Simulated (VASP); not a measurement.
Input of a VASP 6.6.1 run:

Contents of INCAR:

```
  PREC = Accurate
  ENCUT = 600
  EDIFF = 1E-6
  ISMEAR = -1
  SIGMA = 0.05
  LREAL = False
  LASPH = True
  NELM = 100
  ALGO = Normal
  ISIF = 2
  LWAVE = False
  LCHARG = False
  LMAXMIX = 4
  GGA = PE
  NBANDS = 64
```

KPOINTS

```
regular mesh
0
Gamma
  3 6 2
```

Contents of POSCAR:

```
Te2Mo
1.0
    6.3464495577      0.0000000000      0.0000000000
    0.0000000000      3.4942155400      0.0000000000
   -0.5490254083      0.0000000000     14.8561586148
Te Mo
8 4
Direct
    0.0630865700      0.5000000000      0.4013918100
    0.9362609700      0.0000000000      0.5989235800
    0.5672046900      0.0000000000      0.3620628100
    0.4325395100      0.5000000000      0.6382740100
    0.0910474500      0.0000000000      0.1379227500
    0.9094538900      0.5000000000      0.8617520200
    0.5810927600      0.5000000000      0.0985498300
    0.4193469800      0.0000000000      0.9011539900
    0.3196862200      0.0000000000      0.5068268200
    0.6797845000      0.5000000000      0.4935200200
    0.1814915000      0.5000000000      0.0065316300
    0.8190039500      0.0000000000      0.9930897200
```

The input KPOINTS_OPT:

```
path GYHCEM1AXH1,MDZ,YD
20
line-mode
reciprocal
 0.0000000000  0.0000000000  0.0000000000  G
 0.0000000000  0.0000000000  0.5000000000  Y

 0.0000000000  0.0000000000  0.5000000000  Y
-0.4927891831  0.0000000000  0.5426307308  H

-0.4927891831  0.0000000000  0.5426307308  H
-0.5000000000  0.0000000000  0.5000000000  C

-0.5000000000  0.0000000000  0.5000000000  C
-0.5000000000  0.5000000000  0.5000000000  E

-0.5000000000  0.5000000000  0.5000000000  E
-0.5072108169  0.5000000000  0.4573692692  M1

-0.5072108169  0.5000000000  0.4573692692  M1
-0.5000000000  0.5000000000  0.0000000000  A

-0.5000000000  0.5000000000  0.0000000000  A
-0.5000000000  0.0000000000  0.0000000000  X

-0.5000000000  0.0000000000  0.0000000000  X
-0.5072108169  0.0000000000  0.4573692692  H1

-0.4927891831  0.5000000000  0.5426307308  M
 0.0000000000  0.5000000000  0.5000000000  D

 0.0000000000  0.5000000000  0.5000000000  D
 0.0000000000  0.5000000000  0.0000000000  Z

 0.0000000000  0.0000000000  0.5000000000  Y
 0.0000000000  0.5000000000  0.5000000000  D
```

Potentials or basis: VASP PAW PBE potentials, release 64 (Te, Mo_sv).

Command:

```sh
$ cat potpaw_PBE.64/Te/POTCAR potpaw_PBE.64/Mo_sv/POTCAR > POTCAR
$ mpirun -np 1 vasp_std > vasp.out
```

(1) Predict the band gap along the path.

(2) Predict the pressure.

Answers

(1) none (metal or under the smearing width).

(2) 0.6 GPa.

Caveat: spin-orbit coupling is left out, which moves the levels of the heavy elements; this functional lacks dispersion, which binds the layers, so the pressure and a relaxed spacing across them are unreliable.
